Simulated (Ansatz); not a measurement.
# What a change of settings does: Se

First run: DFT, r2SCAN, all-electron PAW with datasets made for the crystal, scalar-relativistic (Ansatz 0.2.0).

Command: `ansatz run input.yaml --threads 1 --pin off --max-ram 3072MiB --backend cpu --events-out ev --progress --plain --runs-dir out` It took 41 s on 1 thread of AMD EPYC 7B13 (Zen 3), on a shared host, peak memory 0.86 GiB.

```yaml
crystal:
  lattice:
    - [4.5048207049, 0.0, 0.0]
    - [-2.2524103524, 3.9012891699, 0.0]
    - [0.0, 0.0, 4.9787963167]
  atoms:
    - { symbol: Se, position: [0.21789298, 0.0, 0.3333333333] }
    - { symbol: Se, position: [0.0, 0.21789298, 0.6666666667] }
    - { symbol: Se, position: [0.78210702, 0.78210702, 0.0] }
kpoints:
  mp_grid: { grid: [6, 6, 5] }
scf:
  occupations: { method: fermi_dirac, width: 0.03 }
hamiltonian:
  xc: r2scan
  pseudopotentials: { kind: all_electron, datasets: crystal }
output:
  forces: true
  stress: true
  eigenvalues: true
  efg: { contact_densities: true }
```

The cell is Materials Project entry mp-14, used as a structure alone.

This run: the undistorted cell.

It converges in 9 SCF iterations at a pressure of 0.03 GPa, largest force 0.027 eV/Å.

A second input differs as follows:

```diff
   occupations: { method: fermi_dirac, width: 0.03 }
+  max_iter: 100
 hamiltonian:
 output:
-  forces: true
+  Forces: true
   stress: true
```

**Question.** What is wrong with it, and what does the program do?

**Answer.** The change was made to test a misspelt key. The run is refused before any iteration. The log ends:
```
Error: YAML parse error: error: line 19 column 3: unknown field `Forces`, expected one of write_density, write_potential, write_potential_components, volumetric_format, write_bands, fatbands, populations, hubbard, elf, band_densities, bader, dos, optics, efg, charged_corrections, wannier, polarization, topological_invariants, transmission, current_voltage, crpa, pair_interaction, rpa_energy, embedding, core_levels, xc_energy_on_converged_density, boltztrap, local_orbitals, orbitals, eigenstates, states_by_energy, atomic_orbital_hamiltonian, active_space, given_orbital_levels, support_matrices, forces, stress, cutoff_correction, eigenvalues, band_residual_tolerance, publish_guard_bands
  --> <input>:19:3
   |
17 |   pseudopotentials: { kind: all_electron, datasets: crystal }
18 | output:
19 |   Forces: true
   |   ^ unknown field `Forces`, expected one of write_density, write_potential, write_potential_components, volumetric_format, write_bands, fatbands, populations, hubbard, elf, band_densities, bader, dos, optics, efg, charged_corrections, wannier, polarization, topological_invariants, transmission, current_voltage, crpa, pair_interaction, rpa_energy, embedding, core_levels, xc_energy_on_converged_density, boltztrap, local_orbitals, orbitals, eigenstates, states_by_energy, atomic_orbital_hamiltonian, active_space, given_orbital_levels, support_matrices, forces, stress, cutoff_correction, eigenvalues, band_residual_tolerance, publish_guard_bands
20 |   stress: true
21 |   eigenvalues: true
   |
```
